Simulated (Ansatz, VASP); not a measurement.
# Two plane-wave programs on CrO2

```
Cr O
1.0
     1.38994    2.40745    0.00000
    -4.16982    2.40745    0.00000
     0.00000    0.00000    4.48452
Cr O
2 4
Direct
  0.00000 0.00000 0.00000
  0.50000 0.50000 0.00000
  0.50000 0.16667 0.25200
  0.00000 0.66667 0.25200
  0.50000 0.83333 0.74800
  0.00000 0.33333 0.74800
```

Measurements of this composition are mostly on another form, of space group No. 136.

Alike in both runs: task single point; functional PBE; k mesh 7 × 4 × 4; occupations gaussian, width 0.05 eV; collinear spin, antiferromagnetic start; Hubbard terms Cr d U = 3 eV.

```csv
,VASP,Ansatz
version,VASP 6.6.1,Ansatz 0.2.0
potentials or method,"VASP PAW PBE potentials, release 64 (Cr_pv, O)",Ansatz PAW
plane-wave cutoff (eV),520,420
valence electrons in the cell,48,52
```

|  | VASP | Ansatz | Ansatz less VASP |
| --- | --- | --- | --- |
| gap on the k mesh at the Fermi level (eV) | 0.44 | 0.13 | -0.306 |
| least direct gap on the mesh (eV) | 0.82 | 0.54 | -0.285 |
| pressure (GPa) | 0.7 | -1.6 | -2.29 |
| largest component of the traceless stress (GPa) | 16.02 | 15.34 | -0.680 |
| rms of the force components (eV/Å) | 0.979 | 1.036 | +0.0561 |
| net moment per atom (μB) | 0.00 | 0.00 | 0.000 |
| size of the moment on the site where the two differ most (μB) | 1.98 | 1.71 | -0.273 |

Site moments also hang on the region over which each program counts them. The programs project onto different local orbitals, so the same U acts differently. Atom by atom the forces differ by 0.057 eV/Å (rms over components). The two sets of potentials don't hold the same shells in valence.

Caveats: forces of over 1 eV/Å show positions far from the minimum, so gaps and moduli don't describe the material at rest; an odd mesh through Γ misses points on the zone boundary, where band edges often lie (VASP); the magnetic or orbital state may not be the lowest (Ansatz); odd divisions of the mesh miss points on the zone boundary, where band edges often lie, so the gap on the mesh can be too wide (Ansatz); the pressure holds a Pulay correction of +0.9 GPa for the finite cutoff (Ansatz). The state reached can hang on the start; a lower one may exist.
